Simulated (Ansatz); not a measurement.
Basis-set extrapolation for CH4N2O, SMILES `NC(N)=O` (PBE0-D4/def2-TZVP geometry, frozen core, Ansatz). Multiplicity 1, RHF reference.

```
                      def2-TZVPP   def2-QZVPP
                 HF  -224.091168  -224.101594
    MP2 correlation    -0.806344    -0.866241
CCSD(T) correlation    -0.853998      not run
```

Energies in hartree. Use E(X) = E(∞) + A·exp(−7.88·√X) for Hartree–Fock and E(X) = E(∞) + B·X^(−2.97) for correlation, with X = 3 and 4, and add CCSD(T) minus MP2 of the smaller set to the MP2 limit.

Task: What is the CCSD(T) energy at the basis-set limit?

Result: HF limit: -224.101594 + (-0.010426) × 0.13774 = -224.10303. MP2 limit: -0.866241 + (-0.059897) × 0.74074 = -0.91061. Higher-order term: -0.853998 − (-0.806344) = -0.04765. Total: -225.06129 hartree, 304.9 kJ/mol below CCSD(T)/def2-TZVPP.
